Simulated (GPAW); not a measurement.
Write an ASE script for GPAW 26.7.0 that does the following.

* Task: band structure
* Functional: PBE
* Potentials or basis: SG15 ONCV 1.2
* Cutoff: 1100 eV
* Basis: pw
* k mesh: 7 × 7 × 7
* Occupations: fermi-dirac, width 0.05 eV
* Spin: no spin polarisation
* Maxiter: 150
* Band path: GXWKGLUWLK,UX
* Band points: 100

The structure of ZnSe (Stilleite) lies in ZnSe.cif:

```cif
data_ZnSe
_cell_length_a 5.66760000
_cell_length_b 5.66760000
_cell_length_c 5.66760000
_cell_angle_alpha 90.00000000
_cell_angle_beta 90.00000000
_cell_angle_gamma 90.00000000
_space_group_name_H-M_alt 'F-43m'
_space_group_name_Hall 'F -4 2 3'
_space_group_IT_number 216
loop_
_space_group_symop_operation_xyz
'x,y,z'
'y,-x,-z'
'-x,-y,z'
'-y,x,-z'
'x,-y,-z'
'y,x,z'
'-x,y,-z'
'-y,-x,z'
'z,x,y'
'-z,y,-x'
'z,-x,-y'
'-z,-y,x'
'-z,x,-y'
'z,y,x'
'-z,-x,y'
'z,-y,-x'
'y,z,x'
'-x,-z,y'
'-y,z,-x'
'x,-z,-y'
'-y,-z,x'
'x,z,y'
'y,-z,-x'
'-x,z,-y'
'x,y+1/2,z+1/2'
'y,-x+1/2,-z+1/2'
'-x,-y+1/2,z+1/2'
'-y,x+1/2,-z+1/2'
'x,-y+1/2,-z+1/2'
'y,x+1/2,z+1/2'
'-x,y+1/2,-z+1/2'
'-y,-x+1/2,z+1/2'
'z,x+1/2,y+1/2'
'-z,y+1/2,-x+1/2'
'z,-x+1/2,-y+1/2'
'-z,-y+1/2,x+1/2'
'-z,x+1/2,-y+1/2'
'z,y+1/2,x+1/2'
'-z,-x+1/2,y+1/2'
'z,-y+1/2,-x+1/2'
'y,z+1/2,x+1/2'
'-x,-z+1/2,y+1/2'
'-y,z+1/2,-x+1/2'
'x,-z+1/2,-y+1/2'
'-y,-z+1/2,x+1/2'
'x,z+1/2,y+1/2'
'y,-z+1/2,-x+1/2'
'-x,z+1/2,-y+1/2'
'x+1/2,y,z+1/2'
'y+1/2,-x,-z+1/2'
'-x+1/2,-y,z+1/2'
'-y+1/2,x,-z+1/2'
'x+1/2,-y,-z+1/2'
'y+1/2,x,z+1/2'
'-x+1/2,y,-z+1/2'
'-y+1/2,-x,z+1/2'
'z+1/2,x,y+1/2'
'-z+1/2,y,-x+1/2'
'z+1/2,-x,-y+1/2'
'-z+1/2,-y,x+1/2'
'-z+1/2,x,-y+1/2'
'z+1/2,y,x+1/2'
'-z+1/2,-x,y+1/2'
'z+1/2,-y,-x+1/2'
'y+1/2,z,x+1/2'
'-x+1/2,-z,y+1/2'
'-y+1/2,z,-x+1/2'
'x+1/2,-z,-y+1/2'
'-y+1/2,-z,x+1/2'
'x+1/2,z,y+1/2'
'y+1/2,-z,-x+1/2'
'-x+1/2,z,-y+1/2'
'x+1/2,y+1/2,z'
'y+1/2,-x+1/2,-z'
'-x+1/2,-y+1/2,z'
'-y+1/2,x+1/2,-z'
'x+1/2,-y+1/2,-z'
'y+1/2,x+1/2,z'
'-x+1/2,y+1/2,-z'
'-y+1/2,-x+1/2,z'
'z+1/2,x+1/2,y'
'-z+1/2,y+1/2,-x'
'z+1/2,-x+1/2,-y'
'-z+1/2,-y+1/2,x'
'-z+1/2,x+1/2,-y'
'z+1/2,y+1/2,x'
'-z+1/2,-x+1/2,y'
'z+1/2,-y+1/2,-x'
'y+1/2,z+1/2,x'
'-x+1/2,-z+1/2,y'
'-y+1/2,z+1/2,-x'
'x+1/2,-z+1/2,-y'
'-y+1/2,-z+1/2,x'
'x+1/2,z+1/2,y'
'y+1/2,-z+1/2,-x'
'-x+1/2,z+1/2,-y'
loop_
_atom_site_label
_atom_site_type_symbol
_atom_site_symmetry_multiplicity
_atom_site_Wyckoff_symbol
_atom_site_fract_x
_atom_site_fract_y
_atom_site_fract_z
_atom_site_occupancy
Se1 Se 4 c 0.2500000000 0.2500000000 0.2500000000 1
Zn1 Zn 4 a 0.0000000000 0.0000000000 0.0000000000 1
```

One way to write it, as run:

run.py

```python
import spglib
from ase import Atoms
from ase.dft.bandgap import bandgap
from ase.io import read, write
from ase.units import GPa
from gpaw import GPAW, PW, setup_paths

setup_paths.insert(0, '.')

atoms = read('ZnSe.cif')
cell, positions, numbers = spglib.find_primitive(
    (atoms.cell[:], atoms.get_scaled_positions(), atoms.numbers), symprec=1e-4)
atoms = Atoms(numbers, cell=cell, scaled_positions=positions, pbc=True)

calc = GPAW(mode=PW(1100),
            xc='PBE',
            kpts={'size': (7, 7, 7), 'gamma': True},
            occupations={'name': 'fermi-dirac', 'width': 0.05},
            setups='sg15',
            nbands=-9,
            convergence={'density': 1e-05, 'energy': 1e-05},
            maxiter=150,
            txt='gpaw.txt')
atoms.calc = calc
energy = atoms.get_potential_energy()
forces = atoms.get_forces()
stress = atoms.get_stress()
calc.write('gs.gpw')
write('result.traj', atoms)
print(f'Energy: {energy:.6f} eV')
print('Forces (eV/A):')
print(forces.round(4))
print('Stress (GPa):', (stress / GPa).round(3))
print('Fermi level:', round(calc.get_fermi_level(), 4), 'eV')
print(f'Gap: {bandgap(calc)[0]:.4f} eV, direct: {bandgap(calc, direct=True)[0]:.4f} eV')

path = atoms.cell.bandpath('GXWKGLUWLK,UX', npoints=100, eps=1e-4)
bs_calc = calc.fixed_density(kpts=path, symmetry='off', nbands=-19,
                             convergence={'bands': 'CBM+6.0', 'eigenstates': 1e-6}, txt='bands.txt')
bs = bs_calc.band_structure()
bs.write('bs.json')
print(f'Gap on the path: {bandgap(bs_calc)[0]:.4f} eV')
```

Potentials or basis: SG15 ONCV 1.2, pw.

The run is started by

```console
$ OMP_NUM_THREADS=1 python run.py
```

It gave:

```json
{
  "Pressure": "2.2 GPa",
  "Band gap on the k mesh": "1.28 eV, direct",
  "Band gap along the path": "1.28 eV, direct"
}
```

It took 2.3 min on 1 thread of Arm Neoverse V1, with other jobs on the host, peak memory 0.53 GiB.
